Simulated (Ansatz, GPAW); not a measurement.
SnO: GLLB-SC, run from Python

These are simulated results from GPAW 26.7.0, not measurements. The cell began as a database structure and was relaxed with r2SCAN+rVV10 in plane waves (Ansatz 0.2.0). All runs are without spin polarisation.

The symmetry is Pmn2_1 (No. 31, orthorhombic); a = 3.303 Å, b = 5.758 Å, c = 4.001 Å in the conventional setting, 19.02 Å³ an atom. Around Sn lie 3 O at 2.12–2.13 Å; around O lie 3 Sn at 2.12–2.13 Å.

GLLB-SC is a model potential. Its fundamental gap is the Kohn-Sham gap plus a derivative discontinuity, which the script evaluates at the band edges among the listed k points. Its total energy isn't variational and serves nothing here.

Input script:

```python
import json
from ase import Atoms
from gpaw import GPAW, PW, FermiDirac

atoms = Atoms(['Sn', 'Sn', 'O', 'O'],
              cell=[[3.303115, 0.0, -0.0], [0.0, 5.757705, 0.0], [-0.0, 0.0, 4.000807]],
              scaled_positions=[[0.0, 0.229442, 0.517265], [0.5, 0.770558, 0.017265], [-0.0, 0.893534, 0.732736], [0.5, 0.106466, 0.232736]],
              pbc=True)
calc = GPAW(mode=PW(400), xc='GLLBSC', kpts={'size': (6, 4, 4), 'gamma': True},
            occupations=FermiDirac(0.02), maxiter=100, legacy_gpaw=True, txt='gpaw.txt')
atoms.calc = calc
res = {'energy': atoms.get_potential_energy(force_consistent=True)}
res['electrons'] = calc.get_number_of_electrons()
res['k'] = calc.get_ibz_k_points().tolist()
res['levels'] = [calc.get_eigenvalues(kpt=i).tolist() for i in range(len(res['k']))]
points = [[0.0, 0.0, 0.0], [0.5, 0.0, 0.0], [0.5, 0.5, 0.0], [0.0, 0.5, 0.0], [0.0, 0.0, 0.5], [0.5, 0.0, 0.5], [0.5, 0.5, 0.5], [0.0, 0.5, 0.5], [0.398438, -0.5, 0.0]]
bands = calc.fixed_density(kpts=points, symmetry='off', nbands=round(res['electrons']) // 2 + 6, convergence={'bands': -2}, txt='bands.txt')
res['points'] = [bands.get_eigenvalues(kpt=i).tolist() for i in range(len(points))]
homo, lumo = bands.get_homo_lumo()
potential = calc.hamiltonian.xc.response.calculate_discontinuity_potential(homo, lumo)
res['discontinuity'] = bands.hamiltonian.xc.response.calculate_discontinuity(potential)
json.dump(res, open('results.json', 'w'))
print('free energy (eV):', round(res['energy'], 5))
```

Command: `python run.py`. It took 32 s on 1 thread of Arm Neoverse V1, with other jobs on the host, peak memory 0.2 GiB.

The log gpaw.txt, trimmed of paths, versions and times, then the last line on the terminal. An iter line gives the energy in eV and the logarithms of the changes of orbitals (plane waves alone) and density (c: converged):

```
___ ___ ___ _ _ _
 |   |   |_  | | | |

 | | | | | . | | | |

 |__ |  _|___|_____|  26.7.0
 |___|_|

Input parameters:
  kpts: {gamma: True,
         size: (6, 4, 4)}
  maxiter: 100
  mode: {ecut: 400.0,
         name: pw}
  occupations: {fixmagmom: False,
                name: fermi-dirac,
                width: 0.02}
  xc: GLLBSC

System changes: positions, numbers, cell, pbc, initial_charges, initial_magmoms

Initialize ...

species:
  Sn:
    name:    Tin
    Z:       50.0
    valence: 14
    core:    36
    charge:  0.0  # [|e|]
    compensation charges:
      type: gauss
      rc: 0.38  # [Å]
      lmax: 2
    cutoffs:
      filter: 2.23  # [Å]
      core: 2.35  # [Å]
    projectors
    | kind |    occ | energy [eV] | rcut [Å] |

    |------|--------|-------------|----------|

    |   5s |  2.000 |     -11.581 |    1.201 |

    |   5p |  2.000 |      -5.035 |    1.270 |

    |   4d | 10.000 |     -27.256 |    1.185 |

    |    s |        |      15.630 |    1.201 |

    |    p |        |      22.176 |    1.270 |

    |    d |        |      -0.045 |    1.185 |

    Using partial waves for Sn as LCAO basis

  O:
    name:    Oxygen
    Z:       8.0
    valence: 6
    core:    2
    charge:  0.0  # [|e|]
    compensation charges:
      type: gauss
      rc: 0.21  # [Å]
      lmax: 2
    cutoffs:
      filter: 1.17  # [Å]
      core: 0.83  # [Å]
    projectors
    | kind |    occ | energy [eV] | rcut [Å] |

    |------|--------|-------------|----------|

    |   2s |  2.000 |     -28.986 |    0.688 |

    |   2p |  4.000 |     -13.358 |    0.598 |

    |    s |        |      -1.774 |    0.688 |

    |    p |        |      13.853 |    0.598 |

    |    d |        |       0.000 |    0.619 |

    Using partial waves for O as LCAO basis

Reference energy: -339938.673519  # eV

Spin-paired calculation

Convergence criteria:
 Maximum [total energy] change in last 3 cyles: 0.0005 eV / valence electron
 Maximum integral of absolute [dens]ity change: 0.0001 electrons / valence electron
 Maximum integral of absolute [eigenst]ate change: 4e-08 eV^2 / valence electron
 Maximum number of scf [iter]ations: 100
 (Square brackets indicate name in SCF output, whereas a 'c' in
 the SCF output indicates the quantity has converged.)

Symmetries present (total): 2

  ( 1  0  0)  (-1  0  0)
  ( 0  1  0)  ( 0  1  0)
  ( 0  0  1)  ( 0  0  1)

96 k-points: 6 x 4 x 4 Monkhorst-Pack grid + [1/12,1/8,1/8]
40 k-points in the irreducible part of the Brillouin zone
       k-points in crystal coordinates                weights
   0:     0.00000000    0.00000000    0.00000000          1/96
   1:     0.00000000    0.00000000    0.25000000          2/96
   2:     0.00000000    0.00000000    0.50000000          1/96
   3:     0.00000000    0.25000000   -0.25000000          2/96
   4:     0.00000000    0.25000000    0.00000000          2/96
   5:     0.00000000    0.25000000    0.25000000          2/96
   6:     0.00000000    0.25000000    0.50000000          2/96
   7:     0.00000000    0.50000000    0.00000000          1/96
   8:     0.00000000    0.50000000    0.25000000          2/96
   9:     0.00000000    0.50000000    0.50000000          1/96
          ...
  39:     0.50000000    0.50000000    0.50000000          1/96

Wave functions: Plane wave expansion
  Cutoff energy: 400.000 eV
  Number of coefficients (min, max): 1346, 1413
  Pulay-stress correction: 0.000000 eV/Ang^3 (de/decut=0.000000)
  Using FFTW library
  ScaLapack parameters: grid=1x1, blocksize=None
  Wavefunction extrapolation:
    Improved wavefunction reuse through dual PAW basis

Occupation numbers: Fermi-Dirac:
  width: 0.0200  # eV

Eigensolver
   Davidson(niter=2)

Densities:
  Coarse grid: 16*27*20 grid
  Fine grid: 32*54*40 grid
  Total Charge: 0.000000

Density mixing:
  Method: separate
  Backend: msr1
  Linear mixing parameter: 0.05
  old densities: 10
  Width of damping distribution: 1.1
  Damping of long wavelength oscillations: 20

Hamiltonian:
  XC and Coulomb potentials evaluated on a 32*54*40 grid
  Using the GLLBSC Exchange-Correlation functional
  External potential:
    NoExternalPotential

XC parameters: GLLBSC functional being used consists of
  -----------------------------------------------------------------------
  | Weight | Module     | Description                                   |

  -----------------------------------------------------------------------
  |  1.000 | SCREENING  | GGA_X_PBE_SOL with 2 nearest neighbor stencil |

  |  1.000 | RESPONSE   | eps=0.0500 eV                                 |

  |  1.000 | XC         | GGA_C_PBE_SOL with 2 nearest neighbor stencil |

  -----------------------------------------------------------------------

Memory estimate:
  Process memory now: 112.09 MiB
  Calculator: 39.84 MiB
    Density: 4.87 MiB
      Arrays: 1.71 MiB
      Localized functions: 1.83 MiB
      Mixer: 1.32 MiB
    Hamiltonian: 1.17 MiB
      Arrays: 1.12 MiB
      XC: 0.00 MiB
      Poisson: 0.00 MiB
      vbar: 0.04 MiB
    Wavefunctions: 33.81 MiB
      Arrays psit_nG: 22.42 MiB
      Eigensolver: 0.77 MiB
      Projections: 0.98 MiB
      Projectors: 8.43 MiB
      PW-descriptor: 1.19 MiB

Total number of cores used: 1

Number of atoms: 4
Number of atomic orbitals: 26
Number of bands in calculation: 26
Number of valence electrons: 40
Bands to converge: occupied

... initialized

Initializing position-dependent things.

Density initialized from atomic densities
Creating initial wave functions:
  26 bands from LCAO basis set

     .-------.
    /|       |

   / O       |

  /  |       |

 *   |       |

 |Sn .-------.
 |  /   Sn  /
 | / O     /
 |/       /
 *-------*
Positions:
   0 Sn     0.000000    1.321059    2.069477    ( 0.0000,  0.0000,  0.0000)
   1 Sn     1.651558    4.436646    0.069074    ( 0.0000,  0.0000,  0.0000)
   2 O      0.000000    5.144705    2.931535    ( 0.0000,  0.0000,  0.0000)
   3 O      1.651558    0.613000    0.931132    ( 0.0000,  0.0000,  0.0000)

Unit cell:
           periodic     x           y           z      points  spacing
  1. axis:    yes    3.303115    0.000000   -0.000000    16     0.2064
  2. axis:    yes    0.000000    5.757705    0.000000    27     0.2132
  3. axis:    yes   -0.000000    0.000000    4.000807    20     0.2000

  Lengths:   3.303115   5.757705   4.000807
  Angles:   90.000000  90.000000  90.000000

Effective grid spacing dv^(1/3) = 0.2065

iter:   1   -29.417355
iter:   2   -25.336706   -0.72  -0.99
iter:   3   -22.691073   -0.82  -1.04
iter:   4   -20.248763   -0.72  -1.26
iter:   5   -21.310099   -1.59  -1.70
iter:   6   -20.057610   -1.65  -1.57
iter:   7   -20.067840   -2.35  -2.39
iter:   8   -20.072620c  -3.82  -2.65
iter:   9   -20.103070   -3.83  -3.05
iter:  10   -20.079783   -4.84  -3.08
iter:  11   -20.085436   -5.94  -3.69
iter:  12   -20.086237c  -7.11  -4.44c
iter:  13   -20.086439c  -7.70c -4.52c

Converged after 13 iterations.

Energy contributions relative to reference atoms: (reference = -339938.673519)

Kinetic:        +42.897687
Potential:      -34.493512
External:        +0.000000
XC:             -28.186233
Entropy (-ST):   -0.000000
Local:           -0.304381
SIC:             +0.000000
--------------------------
Free energy:    -20.086439
Extrapolated:   -20.086439

GLLBSC response reference energy: 4.00055 eV (from HOMO)

Showing only first 2 kpts
 Kpt  Band  Eigenvalues  Occupancy
  0    18      1.43424    2.00000
  0    19      3.99337    2.00000
  0    20      7.47940    0.00000
  0    21      7.58212    0.00000

  1    18      1.93548    2.00000
  1    19      3.25125    2.00000
  1    20      6.99620    0.00000
  1    21      7.84765    0.00000

Fermi level: 4.82354

Gap: 2.054 eV
Transition (v -> c):
  (s=0, k=10, n=19, [0.17, 0.00, 0.00]) -> (s=0, k=27, n=20, [0.33, 0.50, 0.00])
Direct/indirect transitions are different
Direct gap: 2.762 eV
Transition at: (s=0, k=27, n=19, [0.33, 0.50, 0.00])

free energy (eV): -20.08644
```

The gap in the log is over the mesh alone; results.json adds the listed points. GLLB-SC gives a gap of 2.52 eV (1.736 eV Kohn-Sham over the listed points plus 0.786 eV discontinuity). On the same cell, plane-wave PBE (Ansatz, 8×4×6 k points and the special points) gives a gap of 1.38 eV and r2SCAN a gap of 1.70 eV; on shared hosts these took about 14 and 35 core-seconds on the 4-atom cell, against 32 for the script. Spin-orbit coupling, left out in all these runs, can cut or reorder the gap by tenths of an eV, up to about 1 eV with Pb or Bi.

No spin-orbit coupling is included; it can move band edges with weight on the heavy atoms by tenths of an eV.
